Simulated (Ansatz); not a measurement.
Crystal: CuO (Tenorite).

```
CELL_PARAMETERS angstrom
2.34185 -1.71130 0.00000
2.34185 1.71130 0.00000
-0.85003 0.00000 5.05787
ATOMIC_POSITIONS crystal
Cu 0.50000 0.00000 0.50000
Cu 0.00000 0.50000 0.00000
O 0.41840 0.58160 0.75000
O 0.58160 0.41840 0.25000
```

- Program: Ansatz 0.2.0
- Task: relaxation of cell and atoms
- Functional: r2SCAN
- Potentials or basis: Ansatz PAW
- Cutoff: 500 eV (not typed: the program's choice for these potentials)
- k mesh: 10 × 10 × 5
- Occupations: fermi-dirac, width 0.05 eV
- Spin: no spin polarisation
- Hubbard terms: Cu d U = 2 eV

At the start: volume 10.13 Å³/atom.

Task: Where does the relaxation end?

Result: It ends after 16 steps and the volume is 10.79 Å³/atom (+6.4 %); space group P4_2/mmc (No. 131, to 0.05 Å).

The path:
```csv
step,energy change (eV),largest force (eV/Å),volume (Å³)
1,0.0000,0.2362,40.54
2,-0.0105,0.1991,40.80
3,-0.0362,0.1129,41.07
4,-0.0470,0.0505,43.06
5,-0.0614,0.0365,42.97
6,-0.0680,0.0036,42.92
7,-0.0683,0.0017,42.94
8,-0.0684,0.0004,42.95
9,-0.0766,0.0000,42.95
10,-0.0781,0.0293,43.20
11,-0.0789,0.0224,43.19
12,-0.0797,0.0016,43.13
13,-0.0797,0.0044,43.16
14,-0.0797,0.0014,43.13
15,-0.0797,0.0001,43.14
16,-0.0801,0.0000,43.14
```

Final structure:
```
CELL_PARAMETERS angstrom
2.04914 -2.04440 0.15876
2.04914 2.04440 0.15876
-0.40089 0.00000 5.11803
ATOMIC_POSITIONS crystal
Cu 0.50000 0.00000 0.50000
Cu 0.00000 0.50000 0.00000
O 0.49976 0.50024 0.75000
O 0.50024 0.49976 0.25000
```

Caveat: the plane-wave basis is chosen anew once the cell has moved, so the energies of steps on either side of that aren't comparable; the run has no spin polarisation, though such a crystal can be magnetic; U without spin polarisation on a metal has little footing; the PAW data sets come from PBE, with cores solved anew for the run's functional, which leaves a small shift of forces and pressure.
